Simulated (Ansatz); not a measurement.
Space group Pm-3m (No. 221). a = 2.437 Å, b = 2.437 Å, c = 2.437 Å, α = 90.00°, β = 90.00°, γ = 90.00°
```json
{"atom": "P", "site": "1a", "symmetry": "m-3m", "x": "0.0000", "y": "0.0000", "z": "0.0000"}
```

Equation of state of this P structure (not necessarily the ground state), with shape and atoms relaxed at each volume where symmetry leaves them free. It has no gap at any of these volumes. Level of theory: DFT r2SCAN, scalar-relativistic, plane waves, PAW (Ansatz).

Settings: cutoff 500 eV, Γ-centred mesh 18×18×18 on the computed 1-atom cell, Gaussian smearing of 0.10 eV; no spin polarisation.

```csv
V (Å³/atom),E − E(largest V) (meV/atom),P (GPa)
13.611,3.56,8.19
14.045,-12.12,3.68
14.479,-16.68,0.00
14.914,-12.45,-3.10
15.348,0.00,-6.03
```

Fit a third-order Birch–Murnaghan equation to E(V).

V0 = 14.48 Å³/atom, B0 = 113 GPa, B0' = 4.3.

This simple cubic form isn't the element's structure at ambient conditions.